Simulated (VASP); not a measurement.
Given:

```
InN
1.0
    3.50020     0.00000     0.00000
   -1.75010     3.03126     0.00000
    0.00000     0.00000     5.65116
In N
2 2
Direct
  0.66667   0.33333   0.50048
  0.33333   0.66667   0.00048
  0.66667   0.33333   0.87952
  0.33333   0.66667   0.37952
```

Computed with LDA (Ceperley-Alder, Perdew-Zunger), VASP's LDA PAW potentials (set 64) (plane waves; VASP). Settings: 320 eV cut-off, 6×6×6 Γ-centred mesh, Fermi-Dirac smearing of 0.10 eV, potentials In_d N.

At this cut-off the stress carries a Pulay error, which pulls relaxed volumes low.  Energy and stress use the plane-wave basis of the starting cell.

Q: The ions, cell shape and volume are relaxed. Predict the relaxed structure.

A: 
```
InN
1.0
    3.43853     0.00000     0.00000
   -1.71927     2.97786     0.00000
    0.00000     0.00000     5.55002
In N
2 2
Direct
  0.66667   0.33333   0.50050
  0.33333   0.66667   0.00050
  0.66667   0.33333   0.87950
  0.33333   0.66667   0.37950
```
Space group P6_3mc (186), at a tolerance of 0.03 Å.

Q: How do energy and volume change from the first to the last step?

A: The energy (σ→0) changes by -26.7 meV/atom and the volume by -5.2 %, in 7 ionic steps.

The structure comes from a computed database's InN entry; how it stands against other phases isn't given here. This run relaxes it. Symmetry was kept, so distortions that lower it aren't found. The k-mesh is coarse (spacing up to 0.35 per Å, 2π included), so the numbers may not be converged in it. The run is one of a series of settings (EDIFFG = -0.01, ENCUT = 320, IBRION = 2, ISIF = 3, NSW = 50, KPOINTS 6×6×6 Γ-centred mesh against the base run), some of them coarse on purpose.
